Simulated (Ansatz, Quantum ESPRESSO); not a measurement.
Hf and the pressure, program beside program

The cell as given:

It takes space group P6_3/mmc (No. 194, hexagonal). The conventional cell has a = 3.197 Å, b = 3.197 Å, c = 5.058 Å, α = 90.00°, β = 90.00°, γ = 120.00°. Hf (site symmetry -6m2) has 12 Hf at 3.13 to 3.20 Å as nearest neighbours.

Kept alike: task relaxation of cell and atoms; functional PBEsol; k mesh 10 × 10 × 5; occupations fermi-dirac, width 0.05 eV; no spin polarisation. The mesh is that of the run's cell of 2 atoms. No spin-orbit coupling.

- A: Ansatz, Ansatz PAW, made for PBE, cutoff 420 eV
- B: Quantum ESPRESSO, SSSP 1.3 efficiency PBE, made for PBE, cutoff 939 eV

| pressure (GPa) | A: volume (Å³/atom) | B: volume (Å³/atom) |
| --- | --- | --- |
| 0 | ? | 21.695 |
| 2 | 21.198 | 21.330 |
| 5 | 20.703 | 20.827 |
| 10 | 19.969 | 20.094 |

Values on potentials made for another functional: all of A; all of B. Values hold for each row's relaxed cell, which stops near the pressure aimed at. Ansatz's stress holds its Pulay term. The runs follow the start's structure, whether or not it is the stable one at these pressures. For a metal such a mesh leaves the last digits unconverged.

Question: Estimate the value left open.

Answer: In the median of the other rows A lies -0.125 Å³/atom from the other column, which points to 21.570; the run gave 21.570 Å³/atom, +0.000 from it.
